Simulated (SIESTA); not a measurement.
**KCl (Sylvite) under changes of volume**

One of the cells (31.774 Å³/atom); the others are scaled copies at fixed shape and fractional positions:

```
K Cl
1.0
     0.00000    3.16731    3.16731
     3.16731    0.00000    3.16731
     3.16731    3.16731    0.00000
K Cl
1 1
Direct
  0.00000 0.00000 0.00000
  0.50000 0.50000 0.50000
```

* Program: SIESTA 5.4.2
* Functional: PBE
* Potentials or basis: PseudoDojo 0.4 standard (PBE files)
* Basis: DZP (energy shift 0.003 Ry; two zetas on semicore shells; d shell added on K)
* Grid cutoff: 800 Ry
* Energy shift: 0.003 Ry
* k mesh: 7 × 7 × 7
* Occupations: fermi-dirac, width 0.05 eV
* Spin: no spin polarisation

```csv
volume (Å³/atom),energy over the lowest point (meV/atom),pressure (GPa),gap on the mesh (eV)
29.282,18.74,2.1,5.45
29.905,11.52,1.6,5.37
30.528,6.24,1.1,5.30
31.774,0.65,0.3,5.16
32.397,0.00,0.0,5.09
33.020,?,?,?
```

**Question.** What does the run at 33.020 Å³/atom give?

**Answer.** Energy over the lowest point 0.55 meV/atom; pressure -0.3 GPa; gap on the mesh 5.03 eV.

Worked out: A Birch-Murnaghan fit of order 3 (a polynomial in V^(-2/3)) to the other rows has its minimum at 32.41 Å³/atom, just outside them, with B0 = V·E''(V) = 16.3 GPa and B' = 4.9. It gives 0.57 meV/atom at 33.020 Å³/atom, against the run's 0.55, and -dE/dV = -0.3 GPa, against -0.3. A straight line through the other rows of the gap, of slope -3.54 eV per unit of ln V (its deformation potential), extrapolates to 5.02 eV, against the run's 5.03.

Energies are extrapolated to zero smearing.

Caveats: the basis of atomic orbitals isn't converged, which shifts pressures, moduli and gaps; an odd mesh through Γ misses points on the zone boundary, where band edges often lie (some runs).
